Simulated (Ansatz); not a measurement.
Two Ansatz runs on CuCl

The structure comes from a relaxation in the same program, started in the zincblende type. Whether it is a known phase or the ground state wasn't checked. The listed cell was then made from it by scaling, straining or moving an atom.

First run: DFT, r2SCAN, PAW with Ansatz's default frozen-core files, scalar-relativistic (Ansatz 0.2.0).

Command: `ansatz run input.yaml --threads 1 --pin off --max-ram 2048MiB --backend cpu --events-out ev --progress --plain --runs-dir out` The run took 12 s on 1 thread of Intel(R) Xeon(R) Platinum 8259CL CPU @ 2.50GHz (Skylake/Cascade Lake), on a shared host.

```yaml
crystal:
  lattice:
    - [0.0, 2.6754360691, 2.6754360691]
    - [2.6754360691, 0.0, 2.6754360691]
    - [2.6754360691, 2.6754360691, 0.0]
  atoms:
    - { symbol: Cu, position: [0.0, 0.0, 0.0] }
    - { symbol: Cl, position: [0.25, 0.25, 0.25] }
kpoints:
  mp_grid: { grid: [12, 12, 12] }
scf:
  occupations: { method: fermi_dirac, width: 0.05 }
hamiltonian:
  xc: r2scan
  pseudopotentials: { kind: paw }
output:
  forces: true
  stress: true
  eigenvalues: true
  efg: { contact_densities: true }
```

Result: converged; pressure 0.20 GPa; gap on the k mesh 0.98 eV; 7 SCF iterations.

The input is then changed:

```diff
@@ -10,8 +10,9 @@
   mp_grid: { grid: [12, 12, 12] }
 scf:
-  occupations: { method: fermi_dirac, width: 0.05 }
+  occupations: { method: tetrahedron }
 hamiltonian:
   xc: r2scan
   pseudopotentials: { kind: paw }
+  hubbard: { sites: [{ species: Cu, l: d, u_eff: 3.0 }], double_counting: fll }
 output:
   forces: true
```

Predict the outcome of the changed run.

It converged; pressure 1.25 GPa; gap on the k mesh 1.85 eV; 9 SCF iterations.
